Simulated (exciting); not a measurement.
Runs of exciting (release sodium) on C. The structure is cubic, space group Fd-3m (No. 227). Conventional cell: a = 3.567 Å, b = 3.567 Å, c = 3.567 Å, α = 90.00°, β = 90.00°, γ = 90.00°. Around C (site symmetry -43m) lie 4 C at 1.54 Å. This isn't the form of C at room conditions, which is graphite.

| task | level | potentials or basis | k mesh | smearing | outputlevel | top of the spectrum (Ha) | broadening (Ha) | scissor shift (eV) | gmaxvr (cutoff of density and potential) | rgkmax | other keys | gap on the mesh (eV) |
| --- | --- | --- | --- | --- | --- | --- | --- | --- | --- | --- | --- | --- |
| single point | BLYP | all-electron LAPW+lo, shipped species files, valence relativity iora* | 13 × 13 × 13 | methfessel-paxton 0.01 eV | normal | - | - | - | 16 1/bohr | 7.5 | deband = 0.001; findlinentype = Wigner_Seitz; gmaxvr = 16 | 4.47 |
| single point | LDA | all-electron LAPW+lo, shipped species files, valence relativity iora* | 8 × 8 × 8 | gaussian 0.027 eV | normal | - | - | - | 14 1/bohr | 6.5 | - | 4.10 |
| band structure | revPBE | all-electron LAPW+lo, shipped species files, valence relativity iora* | 13 × 13 × 13 | fermi-dirac 0.05 eV | normal | - | - | - | 14 1/bohr | 7.5 | - | 4.15 |
| band structure | BLYP | all-electron LAPW+lo, shipped species files, valence relativity iora* | 13 × 13 × 13 | fermi-dirac 0.05 eV | low | - | - | - | 14 1/bohr | 7.5 | - | 4.47 |
| density of states | RPBE | all-electron LAPW+lo, shipped species files, valence relativity iora* | 13 × 13 × 13 | gaussian 0.0272 eV | normal | - | - | - | 14 1/bohr | 6.5 | CoreRelativity = none | 4.14 |
| phonons | PBEsol | all-electron LAPW+lo, shipped species files, valence relativity zora | 8 × 8 × 8 | gaussian 0.005 eV | - | - | - | - | 14 1/bohr | 6 | - | 4.01 |
| density of states | TASK | all-electron LAPW+lo, shipped species files, valence relativity zora | 12 × 12 × 12 | gaussian 0.1 eV | normal | - | - | - | 14 1/bohr | 6.5 | deband = 0.005; ngridk = 12 × 12 × 12 | (a) |
| band structure | LDA | all-electron LAPW+lo, shipped species files, valence relativity iora* | 13 × 13 × 13 | fermi-dirac 0.05 eV | high | - | - | - | 14 1/bohr | 7.5 | - | 4.11 |
| band structure | RPBE | all-electron LAPW+lo, shipped species files, valence relativity iora* | 13 × 13 × 13 | fermi-dirac 0.05 eV | normal | - | - | - | 14 1/bohr | 7.5 | - | 4.15 |
| band structure | PBEsol | all-electron LAPW+lo, shipped species files, valence relativity iora* | 13 × 13 × 13 | fermi-dirac 0.05 eV | normal | - | - | - | 14 1/bohr | 7.5 | - | (b) |
| electric field gradients | WC+D2 | all-electron LAPW+lo, shipped species files with second energy derivatives, valence relativity iora* | 13 × 13 × 13 | fermi-dirac 0.0272 eV | low | - | - | - | 14 1/bohr | 7.5 | fracinr = 0.01; lmaxinr = 3; radialgridtype = cubic | 4.07 |

Alike in all rows: no spin polarisation; cell as given.

Fill in the values left out.

(a) 4.41; (b) 4.02.

Caveats: an odd mesh through Γ misses points on the zone boundary, where band edges often lie (some runs); imaginary frequencies would show as zero here, so a zero away from Γ can hide an instability (some runs); this version's total energy under meta-GGAs is doubtful, so none is listed (some runs); the dispersion energy is computed afterwards and isn't part of the total energy (some runs); EFG.OUT prints the tensor in atomic units and with the sign opposite to the usual one (some runs).

Runs at the PBE level aren't shown here.
